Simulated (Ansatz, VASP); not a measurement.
## Two plane-wave programs on Ta

```
Ta
1.0
    -1.62753    1.62753    1.62753
     1.62753   -1.62753    1.62753
     1.62753    1.62753   -1.62753
Ta
1
Cartesian
  0.0000 0.0000 0.0000
```

Alike in both runs: functional LDA; k mesh 18 × 18 × 18; occupations fermi-dirac, width 0.15 eV; no spin polarisation.

Ansatz relaxed the structure, and its values are those at the end. VASP's run is a single point on that final structure, the one shown.

```csv
,VASP,Ansatz
version,VASP 6.6.1,Ansatz 0.2.0
potentials or method,"VASP PAW LDA potentials, release 64 (Ta_pv)","scalar-relativistic, plane waves, PAW"
plane-wave cutoff (eV),520,420
valence electrons in the cell,11,13
```

|  | VASP | Ansatz | Ansatz less VASP |
| --- | --- | --- | --- |
| gap on the k mesh at the Fermi level (eV) | none | none | - |
| pressure (GPa) | 0.9 | 0.0 | -0.90 |

A gap of «none» marks a metal or a gap that the smearing closes. The two sets of potentials don't hold the same shells in valence. Ansatz warned: «pseudo_functional_mismatch».

Spin-orbit coupling is left out, which matters for the levels of Ta.
